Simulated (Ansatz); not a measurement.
# Relaxation of SnSe2

Aim: in SnSe2, a structure type of another compound, with these elements put in, relax cell and atoms at 20 GPa, then read levels, charges and fields where it ends.

Program: Ansatz 0.2.0. Level of theory: DFT, r2SCAN, no spin polarisation, plane waves, PAW. These are calculated values, not measurements.

### Step 1. The cell

The structure is trigonal, space group P-3m1 (No. 164). Conventional cell: a = 3.686 Å, b = 3.686 Å, c = 5.390 Å, α = 90.00°, β = 90.00°, γ = 120.00°. Sn (site symmetry -3m) has 6 Se at 2.60 Å as nearest neighbours. Se (site symmetry 3m) is surrounded by 3 Sn at 2.60 Å.

As a file:

```xyz
3
Lattice="1.8428 3.1918 0.0000 -1.8428 3.1918 0.0000 0.0000 0.0000 5.3896" Properties=species:S:1:pos:R:3 pbc="T T T"
Sn    0.0000    0.0000    0.0000
Se    0.0002    4.2556    1.4956
Se   -0.0002    2.1280    3.8940
```

It starts from an earlier solution of the starting cell (checkpoint.read).

### Step 2. Relaxing

The input, input.yaml:

```yaml
crystal:
  lattice:
    - [1.842773, 3.191775, 0.0]
    - [-1.842773, 3.191775, 0.0]
    - [0.0, 0.0, 5.389594]
  atoms:
    - { symbol: Sn, position: [0.0, 0.0, 0.0] }
    - { symbol: Se, position: [0.6667, 0.6666, 0.2775] }
    - { symbol: Se, position: [0.3333, 0.3334, 0.7225] }
  symmetry: { tolerance: 0.0003 }
kpoints:
  mp_grid: { grid: [9, 9, 6], shift: [0, 0, 0] }
magnetization:
  spin_polarized: false
scf:
  occupations: { method: fermi_dirac }
  lower_state_search: "off"
hamiltonian:
  pseudopotentials: { kind: paw }
  xc: r2scan
basis:
  ecutwfc: 500
  fft_grid_basis: typed
relax:
  max_steps: 80
  cell: { p_target: 20.0 }
output:
  forces: true
  stress: true
  eigenvalues: true
  bader: true
  populations: true
  elf: true
  write_potential: true
  volumetric_format: npy
  dos:
    e_range: [-12, 8]
    de: 0.05
    projected: { site_lists: { Se: [Se], Sn: [Sn] } }
  write_density: true
checkpoint:
  read: saved_state
```

The run is started by

```
$ ansatz run input.yaml --threads 2 --pin off --max-ram 3584MiB --backend cpu --events-out ev --progress --plain --runs-dir out
```

Log, cut to the lines that bear on the results:

```text
Warning: the atoms were moved onto the symmetric positions of the space group found under crystal.symmetry.tolerance 3.0e-4 (fractional; no operation is sought that the atoms, as they stand in a round, miss by more than twice it, and no atom is moved by as much as it), and the run uses [...]
Warning: RAYON_NUM_THREADS=2 ignored (pool sized by the plan → 2); use --threads N
[...]
Pseudopotentials: kind: paw
Pseudopotential: Sn, paw, valence charge 14, recommended cutoff 500 eV (meta_gga), Sn.paw.azcp
Pseudopotential: Se, paw, valence charge 16, recommended cutoff 500 eV (meta_gga), Se.paw.azcp
Functional definition: r2SCAN
[...]
Crystal: 3 atoms, lattice volume = 63.400 Å³
Basis set: ecut = 500 eV, 1627 PW (Γ), exchange–correlation on 108×108×160 points (64 copies of the dense FFT grid, shifted against one another)
Bands: 28, of which v1, the nominal top of the filled ones, is band 23 counted from 1 (22 counted from 0)
Symmetry: 12 space group operations
Space group: P-3m1 (ITA 164), of the structure as read, at distance tolerance 1.2e-3 Å
k-points: 62 of 486
[...]
SCF iter   1: F=-16995.490554 eV  HF=-16995.490078 eV  |F-HF|=4.76e-4  |Δ(HF+E_count)|=         —  Δρ=6.20e-4  dr2=1.67e-4  dr2_τ=1.99e-4  ethr=4.68e-7  ⟨swp⟩=2.2  Hψ=11342  notcnv=0
[...]
relax step   1: F+E_penalty+E_count = -16995.49061590 eV  Δ(F+E_penalty+E_count) = +0.000e0 eV  max|allowed force component| = 8.607e-1 eV/Å  Δτ_max = 0.0000 Å  P = +17.914 GPa  Ω = 63.400 Å³  (4 SCF iters, dr2 threshold 1.00e-7 eV, accepted)
[...]
relax step   2: F+E_penalty+E_count = -16994.74659763 eV  Δ(F+E_penalty+E_count) = +7.440e-1 eV  max|allowed force component| = 1.066e0 eV/Å  Δτ_max = 0.1949 Å  P = +24.195 GPa  Ω = 57.974 Å³  energy of the carried Pulay correction = +3.045e-4 eV  (8 SCF iters, dr2 threshold 3.00e-7 eV, [...]
SCF iter  11: F=-16995.351851 eV  HF=-16995.351851 eV  |F-HF|=0.00e0  |Δ(HF+E_count)|=  2.18e-10  Δρ=1.88e-7  dr2=2.52e-11  dr2_τ=2.66e-13  ethr=1.00e-12  ⟨swp⟩=4.0  Hψ=8073  notcnv=0
[...]
```

### Step 3. The log goes on

Output, continued:

```text
relax step   3: F+E_penalty+E_count = -16995.35185104 eV  Δ(F+E_penalty+E_count) = +1.388e-1 eV  max|allowed force component| = 1.900e-1 eV/Å  Δτ_max = 0.0904 Å  P = +17.998 GPa  Ω = 61.625 Å³  energy of the carried Pulay correction = +9.669e-5 eV  (11 SCF iters, accepted)
Crystal: 3 atoms, lattice volume = 60.220 Å³
Basis set: ecut = 500 eV, 1555 PW (Γ), exchange–correlation on 108×108×160 points (64 copies of the dense FFT grid, shifted against one another)
iter 1 solved again at ethr=4.19e-6 eV; its pass at ethr=3.10e-3 eV (dr2=1.93e-3 eV) is discarded
SCF iter   1: F=-16995.176283 eV  HF=-16995.169040 eV  |F-HF|=7.24e-3  |Δ(HF+E_count)|=         —  Δρ=1.15e-3  dr2=1.85e-3  dr2_τ=3.03e-3  ethr=4.19e-6  ⟨swp⟩=2.0  Hψ=9053  notcnv=0
preconditioner: auto → Kerker (q_TF=auto, 2.609 Å⁻¹)  [metal: Δε(μ)=0.212 eV  Ē_g=17.720 eV  σ=0.100 eV  W_gap=0.48  n_scr=22 (ndim 8)  ℏωp=24.4 eV  f_vac=0.009  D(μ)=0.33/eV (n_scr^D=0)]
SCF iter   2: F=-16995.177725 eV  HF=-16995.178039 eV  |F-HF|=3.14e-4  |Δ(HF+E_count)|=   9.00e-3  Δρ=1.05e-3  dr2=8.58e-4  dr2_τ=8.04e-6  ethr=4.02e-6  ⟨swp⟩=2.0  Hψ=2690  notcnv=0
SCF iter   3: F=-16995.177848 eV  HF=-16995.177951 eV  |F-HF|=1.02e-4  |Δ(HF+E_count)|=   8.81e-5  Δρ=4.01e-4  dr2=2.17e-4  dr2_τ=3.74e-6  ethr=1.86e-6  ⟨swp⟩=2.0  Hψ=2145  notcnv=0
SCF iter   4: F=-16995.177909 eV  HF=-16995.177930 eV  |F-HF|=2.20e-5  |Δ(HF+E_count)|=   2.03e-5  Δρ=1.76e-4  dr2=3.08e-5  dr2_τ=1.77e-7  ethr=4.71e-7  ⟨swp⟩=3.0  Hψ=3185  notcnv=0
SCF iter   5: F=-16995.177914 eV  HF=-16995.177926 eV  |F-HF|=1.24e-5  |Δ(HF+E_count)|=   4.19e-6  Δρ=1.36e-4  dr2=1.94e-5  dr2_τ=3.00e-7  ethr=6.70e-8  ⟨swp⟩=2.0  Hψ=3163  notcnv=0
SCF iter   6: F=-16995.177921 eV  HF=-16995.177924 eV  |F-HF|=2.53e-6  |Δ(HF+E_count)|=   2.60e-6  Δρ=6.44e-5  dr2=4.88e-6  dr2_τ=3.34e-8  ethr=4.22e-8  ⟨swp⟩=2.0  Hψ=2882  notcnv=0
SCF iter   7: F=-16995.177923 eV  HF=-16995.177923 eV  |F-HF|=5.83e-7  |Δ(HF+E_count)|=   3.09e-7  Δρ=3.02e-5  dr2=1.08e-6  dr2_τ=1.41e-8  ethr=1.06e-8  ⟨swp⟩=1.6  Hψ=1828  notcnv=0
SCF iter   8: F=-16995.177923 eV  HF=-16995.177923 eV  |F-HF|=3.60e-8  |Δ(HF+E_count)|=   9.15e-8  Δρ=6.34e-6  dr2=6.05e-8  dr2_τ=4.73e-10  ethr=6.52e-10  ⟨swp⟩=6.4  Hψ=10368  notcnv=0
SCF 4 converged in 8 iterations: F = -16995.177923 eV  dr2 = 6.05e-8
relax step   4: F+E_penalty+E_count = -16995.17792327 eV  Δ(F+E_penalty+E_count) = +1.739e-1 eV  max|allowed force component| = 8.277e-2 eV/Å  Δτ_max = 0.0071 Å  P = +21.913 GPa  Ω = 60.220 Å³  energy of the carried Pulay correction = +1.752e-4 eV  (8 SCF iters, dr2 threshold 3.00e-7 eV, accepted)
Crystal: 3 atoms, lattice volume = 60.946 Å³
iter 1 solved again at ethr=1.63e-6 eV; its pass at ethr=3.10e-3 eV (dr2=7.48e-4 eV) is discarded
SCF iter   1: F=-16995.272125 eV  HF=-16995.270394 eV  |F-HF|=1.73e-3  |Δ(HF+E_count)|=         —  Δρ=5.70e-4  dr2=7.07e-4  dr2_τ=6.97e-4  ethr=1.63e-6  ⟨swp⟩=2.0  Hψ=8953  notcnv=0
preconditioner: auto → Kerker (q_TF=auto, 2.603 Å⁻¹)  [metal: Δε(μ)=0.197 eV  Ē_g=17.637 eV  σ=0.100 eV  W_gap=0.44  n_scr=22 (ndim 8)  ℏωp=24.3 eV  f_vac=0.011  D(μ)=0.31/eV (n_scr^D=0)]
SCF iter   2: F=-16995.272685 eV  HF=-16995.272803 eV  |F-HF|=1.19e-4  |Δ(HF+E_count)|=   2.41e-3  Δρ=4.79e-4  dr2=2.37e-4  dr2_τ=2.43e-6  ethr=1.54e-6  ⟨swp⟩=2.0  Hψ=2660  notcnv=0
SCF iter   3: F=-16995.272736 eV  HF=-16995.272774 eV  |F-HF|=3.88e-5  |Δ(HF+E_count)|=   2.87e-5  Δρ=1.84e-4  dr2=6.25e-5  dr2_τ=1.42e-6  ethr=5.16e-7  ⟨swp⟩=2.1  Hψ=2015  notcnv=0
SCF iter   4: F=-16995.272760 eV  HF=-16995.272767 eV  |F-HF|=6.83e-6  |Δ(HF+E_count)|=   7.03e-6  Δρ=9.48e-5  dr2=9.92e-6  dr2_τ=5.66e-8  ethr=1.36e-7  ⟨swp⟩=3.0  Hψ=3176  notcnv=0
SCF iter   5: F=-16995.272763 eV  HF=-16995.272766 eV  |F-HF|=3.29e-6  |Δ(HF+E_count)|=   1.48e-6  Δρ=6.84e-5  dr2=5.24e-6  dr2_τ=5.99e-8  ethr=2.16e-8  ⟨swp⟩=2.0  Hψ=3125  notcnv=0
SCF iter   6: F=-16995.272764 eV  HF=-16995.272765 eV  |F-HF|=4.64e-7  |Δ(HF+E_count)|=   8.58e-7  Δρ=2.43e-5  dr2=8.34e-7  dr2_τ=4.24e-9  ethr=1.14e-8  ⟨swp⟩=2.0  Hψ=1901  notcnv=0
SCF iter   7: F=-16995.272765 eV  HF=-16995.272765 eV  |F-HF|=9.18e-8  |Δ(HF+E_count)|=   4.91e-8  Δρ=1.26e-5  dr2=1.84e-7  dr2_τ=2.54e-9  ethr=6.52e-10  ⟨swp⟩=9.9  Hψ=11546  notcnv=0
SCF 5 converged in 7 iterations: F = -16995.272765 eV  dr2 = 1.84e-7
relax step   5: F+E_penalty+E_count = -16995.27276481 eV  Δ(F+E_penalty+E_count) = -9.484e-2 eV  max|allowed force component| = 3.861e-3 eV/Å  Δτ_max = 0.0004 Å  P = +20.016 GPa  Ω = 60.946 Å³  energy of the carried Pulay correction = +1.345e-4 eV  (7 SCF iters, dr2 threshold 3.00e-7 eV, accepted)
Initial wavefunctions: pseudopotential atomic-orbital guess (no wavefunctions were taken with the density)
iter 1 solved again at ethr=1.84e-7 eV; its pass at ethr=3.10e-3 eV (dr2=8.45e-5 eV) is discarded
SCF iter   1: F=-16995.272658 eV  HF=-16995.272658 eV  |F-HF|=4.84e-8  |Δ(HF+E_count)|=         —  Δρ=1.70e-5  dr2=1.92e-7  dr2_τ=4.56e-8  ethr=1.84e-7  ⟨swp⟩=2.7  Hψ=11966  notcnv=0
preconditioner: auto → Kerker (q_TF=auto, 2.603 Å⁻¹)  [metal: Δε(μ)=0.200 eV  Ē_g=17.645 eV  σ=0.100 eV  W_gap=0.45  n_scr=22 (ndim 8)  ℏωp=24.3 eV  f_vac=0.011  D(μ)=0.32/eV (n_scr^D=0)]
SCF iter   2: F=-16995.272657 eV  HF=-16995.272657 eV  |F-HF|=1.53e-8  |Δ(HF+E_count)|=   1.47e-6  Δρ=1.03e-5  dr2=8.88e-8  dr2_τ=2.06e-9  ethr=4.18e-10  ⟨swp⟩=2.4  Hψ=2584  notcnv=0
SCF iter   3: F=-16995.272657 eV  HF=-16995.272657 eV  |F-HF|=8.56e-9  |Δ(HF+E_count)|=   2.12e-8  Δρ=2.60e-6  dr2=1.17e-8  dr2_τ=8.13e-11  ethr=1.93e-10  ⟨swp⟩=2.2  Hψ=2153  notcnv=0
SCF iter   4: F=-16995.272657 eV  HF=-16995.272657 eV  |F-HF|=3.60e-10  |Δ(HF+E_count)|=   2.64e-9  Δρ=1.57e-6  dr2=1.50e-9  dr2_τ=5.92e-11  ethr=2.55e-11  ⟨swp⟩=2.1  Hψ=3062  notcnv=0
SCF iter   5: F=-16995.272657 eV  HF=-16995.272657 eV  |F-HF|=1.06e-10  |Δ(HF+E_count)|=  7.42e-10  Δρ=3.56e-7  dr2=2.35e-10  dr2_τ=5.70e-12  ethr=3.26e-12  ⟨swp⟩=2.0  Hψ=2117  notcnv=0
SCF iter   6: F=-16995.272657 eV  HF=-16995.272657 eV  |F-HF|=3.64e-12  |Δ(HF+E_count)|=  7.28e-12  Δρ=1.67e-7  dr2=2.35e-11  dr2_τ=3.40e-13  ethr=1.00e-12  ⟨swp⟩=4.9  Hψ=7734  notcnv=0
SCF 6 converged in 6 iterations: F = -16995.272657 eV  dr2 = 2.35e-11
relax step   6: F+E_penalty+E_count = -16995.27265686 eV  Δ(F+E_penalty+E_count) = +1.079e-4 eV  max|allowed force component| = 3.828e-3 eV/Å  Δτ_max = 0.0000 Å  P = +20.013 GPa  Ω = 60.946 Å³  stress off target by 1.90e-2 GPa  SCF on the basis re-selected at this cell (its energy is not comparable with the rows above)  (6 SCF iters)
basis re-selected at this cell: Δ(F+E_penalty+E_count) = +1.079e-4 eV, ΔP = -0.003 GPa vs the last step (what re-selecting the basis moved, of the pressure what is left beyond the Pulay correction that the steps carried, after the strain that the cell walked since its last selection, with what the two solves' SCF thresholds leave and, on support functions, any second-order correction that the steps lacked; it is no measure of the basis error at this ecutwfc). This SCF's stress stands 1.90e-2 GPa from its target on what of the cell is left free (relax.cell.stress_tol is 5.00e-2 GPa) and its largest allowed force component is 3.83e-3 eV/Å (relax.f_tol is 1.00e-2 eV/Å): within both
SCF converged after 6 iterations
Free energy (F): -16995.272657 eV
Harris-Foulkes:  -16995.272657 eV  (|F-HF|=3.64e-12)
Internal energy: -16995.261813 eV  (E = F + TS)
E sigma→0 (E₀):  -16995.267235 eV
Entropy (-TS):   -0.010844 eV (-3.615 meV/atom)
Fermi energy:    12.604641 eV
--- Per-component energies (eV) ---
  E_band       = -729.238011
  E_kinetic    = 434.302232
  E_local      = -5021.869299  (includes V_loc(G=0)·N_el)
  E_nonlocal   = -1222.143753
  E_hartree    = 2670.443897
  E_xc         = -574.344249
  E_vxc        = -320.140248  (∫ρ·V_xc dr)
  E_paw        = -8014.024150  (= ΣΔE_a)
  E_vpaw       = 43.066298  (= ΣTr[D̂ρ^β])
  E_aug_tail   = -0.000423  (compensation charges beyond the density's cutoff)
  E_vtau       = 16.659257  (kinetic-family band-sum trace: ∫τ·v_τ [+ j·A + Jᵃ·Aᵃ] dr)
  E_ewald      = -5264.831847
  E_core_change = -2.794221  (= ΣΔE_core)
  E_smearing   = -0.010844  (= −TS)
  E_closure    = -0.000000  (closes the sum)
  Σ components = -16995.272657   (vs F -16995.272657, Δ=0.00e0)
--- Forces (eV/Å), atoms counted from 1 ---
  atom   1  Sn     0.00000000    -0.00000000     0.00000000
  atom   2  Se     0.00000000     0.00000000    -0.00382760
  atom   3  Se    -0.00000000    -0.00000000     0.00382760
  max |Σ_I F_I| component: 4.63e-18 eV/Å
--- Stress (GPa, compression-positive) ---
       20.010654       0.000000       0.000000
       -0.000000      20.010654       0.000000
        0.000000       0.000000      20.019009
  P = ⅓ Tr σ = 20.0134 GPa (200.134 kbar)
--- Band table (eV; the first three rows and the last of 62) ---
  k-point 0: bands = ["-36.0500", "-36.0500", "-36.0426", "-36.0426", "-36.0400", "-36.0397", "-36.0397", "-36.0386", "-36.0386", "-36.0385", "-10.3132", "-10.3132", "-10.2482", "-10.2246", "-10.2246", "-4.0484", "-1.0913", "4.0310", "10.9472", "10.9472", "11.1938", "11.1938", "12.4456", "14.0560", "15.6725", "17.4506", "17.4506", "20.8385"]
  k-point 1: bands = ["-36.0499", "-36.0499", "-36.0426", "-36.0426", "-36.0400", "-36.0399", "-36.0399", "-36.0385", "-36.0385", "-36.0384", "-10.3132", "-10.3132", "-10.2478", "-10.2246", "-10.2246", "-3.9249", "-1.4423", "4.5891", "10.8099", "10.8099", "11.3970", "11.3970", "11.4266", "14.6754", "15.8115", "17.1581", "17.1581", "20.3189"]
  k-point 2: bands = ["-36.0497", "-36.0497", "-36.0427", "-36.0427", "-36.0402", "-36.0401", "-36.0401", "-36.0383", "-36.0383", "-36.0383", "-10.3132", "-10.3132", "-10.2470", "-10.2247", "-10.2247", "-3.5657", "-2.1730", "5.9128", "9.7156", "10.6805", "10.6805", "11.6690", "11.6690", "15.3523", "16.0800", "16.6493", "16.6493", "19.3949"]
  k-point 61: bands = ["-36.0495", "-36.0465", "-36.0465", "-36.0428", "-36.0397", "-36.0390", "-36.0390", "-36.0379", "-36.0378", "-36.0378", "-10.3521", "-10.3521", "-10.2247", "-10.2247", "-10.1919", "-0.9737", "-0.9737", "3.9645", "6.0851", "6.0851", "6.6008", "12.0643", "12.0643", "15.6505", "16.5934", "16.5934", "18.0324", "21.0345"]
--- Relaxed structure (5 steps of the walk, 4 accepted, 1 SCFs on fresh bases) ---
  F+E_penalty+E_count = -16995.27265686 eV   max|allowed force component| = 3.828e-3 eV/Å   (the final SCF, on the basis selected at the relaxed cell)
  cell:  # Å, volume = 60.9456 Å³
    - [1.8167933099315408, 3.146778319652659, -4.732717435820512e-33]
    - [-1.8167933099315408, 3.146778319652659, -1.2327830066603797e-32]
    - [1.1800963621752259e-32, -1.410041609216722e-32, 5.330168673087699]
  atoms:
    - { symbol: Sn, position: [-2.404074814159958e-34, -3.797576445105398e-34, -1.3177747429038154e-82] }
    - { symbol: Se, position: [0.6666666666666665, 0.6666666666666665, 0.292873056002735] }
    - { symbol: Se, position: [0.33333333333333326, 0.33333333333333326, 0.7071269439972652] }
--- Löwdin populations: 3 sites ---
  site symbol       q [e]
     0     Sn     13.3288
     1     Se     16.2593
     2     Se     16.2593
  spilling = 0.003317 (of n_electrons = 46.000000)
--- Bader charges: 3 sites ---
  site symbol  charge [e]  shift [e]
     0     Sn      1.3721     0.0017
     1     Se     -0.6861     0.0009
     2     Se     -0.6861     0.0009
  estimated error of the sums over rays = 3.1e-4 e
```

Wall time 52 s (2 threads of Arm Neoverse V2, shared host); peak memory 0.57 GiB.

The steps of the relaxation:

| step | energy from step 1 (eV/cell) | largest force component (eV/Å) | pressure (GPa) | volume (Å³) |
| --- | --- | --- | --- | --- |
| 1 | 0.0000 | 0.8607 | 17.91 | 63.40 |
| 2x | 0.7440 | 1.0664 | 24.19 | 57.97 |
| 3 | 0.1388 | 0.1900 | 18.00 | 61.63 |
| 4 | 0.3127 | 0.0828 | 21.91 | 60.22 |
| 5 | 0.2179 | 0.0039 | 20.02 | 60.95 |
| 6 | 0.2180 | 0.0038 | 20.01 | 60.95 |

Step 1 is the start. Step 6 repeats the geometry before on a plane-wave basis chosen anew for that cell, so the energy can jump there without any move; the table keeps such jumps. 1 step was tried and not accepted (marked x).

| input's cell | before | after | change |
| --- | --- | --- | --- |
| a (Å) | 3.686 | 3.634 | -1.4 % |
| b (Å) | 3.686 | 3.634 | -1.4 % |
| c (Å) | 5.390 | 5.330 | -1.1 % |
| volume (Å³/atom) | 21.13 | 20.32 | -3.9 % |

The largest move, 0.08 Å, apart from the change of the cell, is shared by several atoms, Se2 among them.

At a target of 20 GPa the walk lowers the enthalpy E + PV, so the energy alone may rise.

### Step 4. Density of states

States per cell by energy window, from dos.tsv and pdos.tsv (tetrahedra; eV from the Fermi level):

| from | to | total | Se s | Se p | Sn s | Sn p |
| --- | --- | --- | --- | --- | --- | --- |
| -8.0 | -7.0 | 0.66 | 0.13 | 0.30 | 0.20 | 0.02 |
| -7.0 | -6.0 | 0.89 | 0.07 | 0.57 | 0.04 | 0.20 |
| -6.0 | -5.0 | 1.37 | 0.05 | 0.97 | 0.03 | 0.30 |
| -5.0 | -4.0 | 1.62 | 0.06 | 1.20 | 0.04 | 0.31 |
| -4.0 | -3.0 | 1.75 | 0.07 | 1.32 | 0.03 | 0.31 |
| -3.0 | -2.0 | 1.73 | 0.05 | 1.41 | 0.03 | 0.21 |
| -2.0 | -1.0 | 1.91 | 0.05 | 1.66 | 0.03 | 0.13 |
| -1.0 | 0.0 | 0.82 | 0.02 | 0.74 | 0.01 | 0.03 |
| 0.0 | 1.0 | 0.31 | 0.01 | 0.16 | 0.11 | 0.02 |
| 1.0 | 2.0 | 1.19 | 0.02 | 0.62 | 0.39 | 0.08 |
| 2.0 | 3.0 | 0.50 | 0.02 | 0.24 | 0.17 | 0.06 |
| 3.0 | 4.0 | 0.50 | 0.04 | 0.09 | 0.01 | 0.21 |
| 4.0 | 5.0 | 2.30 | 0.13 | 0.47 | 0.02 | 1.12 |

### Step 5. Charges

By element, from the tables in the log (a charge is positive for electrons lost): Löwdin charges also hold the electrons that the projection spills.

| element | atoms | Bader charge (e) | Bader volume (Å³) | Löwdin charge (e) |
| --- | --- | --- | --- | --- |
| Sn | 1 | +1.37 | 14.8 | +0.67 |
| Se | 2 | -0.69 | 23.1 | -0.26 |

Löwdin charges rest on a small set of atomic orbitals that misses 0.3 % of the electrons, so they need not add up to the cell's charge and can differ from Bader's even in sign.

### Step 6. Maps of the fields

Maps in the plane spanned by a and b at height 0.000 along c (axes of the input's cell), one cell: a runs left to right (11 points from zero), b bottom to top (11 points), 60° apart. Near the nuclei they are pseudo-fields.

Valence density. Ten steps from '0' (0.13 e/Å³) to '9' (16.90 e/Å³), finer at the low end (step k begins (100^(k/10) - 1)/99 of the way up):
```
88631000136
56531000013
23321000001
01110000000
00000000000
00000000000
00000000111
21000001233
53100001356
86310001368
98520000258
```

ELF. Values, 11 rows by 11 columns:
```
0.01 0.01 0.10 0.27 0.24 0.20 0.14 0.20 0.24 0.27 0.10
0.17 0.10 0.17 0.27 0.24 0.26 0.20 0.20 0.26 0.24 0.27
0.26 0.27 0.27 0.26 0.24 0.26 0.24 0.23 0.24 0.26 0.24
0.22 0.24 0.24 0.24 0.22 0.20 0.20 0.23 0.23 0.20 0.20
0.14 0.20 0.26 0.26 0.20 0.14 0.14 0.20 0.24 0.20 0.14
0.14 0.14 0.20 0.24 0.20 0.14 0.14 0.20 0.26 0.26 0.20
0.22 0.20 0.20 0.23 0.23 0.20 0.20 0.22 0.24 0.24 0.24
0.26 0.24 0.26 0.24 0.23 0.24 0.26 0.24 0.26 0.27 0.27
0.17 0.27 0.24 0.26 0.20 0.20 0.26 0.24 0.27 0.17 0.10
0.01 0.10 0.27 0.24 0.20 0.14 0.20 0.24 0.27 0.10 0.01
0.00 0.01 0.17 0.26 0.22 0.14 0.14 0.22 0.26 0.17 0.01
```

Atoms within 0.2 Å of the plane, in fractions of a and b: Sn at (1.00, 1.00).

At the density minimum on some short contacts:

| contact | length (Å) | minimum at (fraction) | density (e/Å³) | ELF |
| --- | --- | --- | --- | --- |
| Se2–Se3 | 3.046 | 0.50 | 0.181 | 0.18 |

### Step 7. Results

| quantity | value |
| --- | --- |
| moves | 3 |
| largest move | 0.08 Å (Se) |
| space group (0.01 Å), before / after | P-3m1 / P-3m1 |
| cell | a = 3.634 Å, b = 3.634 Å, c = 5.330 Å, α = 90.00°, β = 90.00°, γ = 60.00° |
| volume | 20.32 Å³/atom (-3.9 %) |
| pressure at the end | 20.01 GPa |
| character | metal |
| density of states, mean within 0.25 eV of the Fermi level | 0.13 per eV per cell |
| Bader charges | Sn +1.37, Se -0.69 e |

What this shows: The volume shrank by 3.9 %, and the largest move of an atom is 0.08 Å apart from the change of the cell. The run held to 12 symmetry operations, so a lower structure without them is not ruled out. Bands barely cross the Fermi level: a semimetal or poor metal at this level, where functional and spin-orbit coupling decide; within 0.25 eV of the Fermi level the density of states averages 0.13 per eV per cell, mostly Se p (67 %) and Sn s (22 %). Sn loses most charge (+1.37 e on average) and Se gains most (-0.69 e).
